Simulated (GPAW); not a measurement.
CdSe (Cadmoselite): dielectric tensor with PBE

The system is CdSe (Cadmoselite).

```
Cd Se
1.0
     4.30000    0.00000    0.00000
    -2.15000    3.72391    0.00000
     0.00000    0.00000    7.23060
Cd Se
2 2
Direct
  0.66667 0.33333 0.50000
  0.33333 0.66667 0.00000
  0.66667 0.33333 0.88500
  0.33333 0.66667 0.38500
```

```json
{
 "Program": "GPAW 26.7.0",
 "Task": "dielectric tensor",
 "Functional": "PBE",
 "Potentials or basis": "GPAW PAW data sets (gpaw-data 1.2.1)",
 "Cutoff": "500 eV",
 "Basis": "pw",
 "k mesh": "6 × 6 × 3",
 "Occupations": "fermi-dirac, width 0.001 eV",
 "Spin": "no spin polarisation",
 "Response ecut": "80 eV",
 "Maxiter": "150",
 "Response k mesh": "8 × 8 × 4",
 "Response bands": "58",
 "Kernels": "[\"RPA\"]",
 "Coarser k mesh": "8 × 8 × 4"
}
```

```json
{
 "Band gap on the k mesh": "0.62 eV, direct",
 "Electronic dielectric tensor (diagonal)": "9.76, 9.76, 8.92"
}
```

Electronic dielectric tensor:
```
9.76 0.00 0.00
0.00 9.76 0.00
0.00 0.00 8.92
```

Wall time 7.9 min on 1 thread of Arm Neoverse V1, on a shared host, peak memory 0.71 GiB.

The gap isn't set beside the measured one, since this odd mesh misses points on the zone boundary.

Caveat: the gap is small at this level, which inflates the dielectric constant; the long-wavelength limit can be off by several per cent where d states take part.
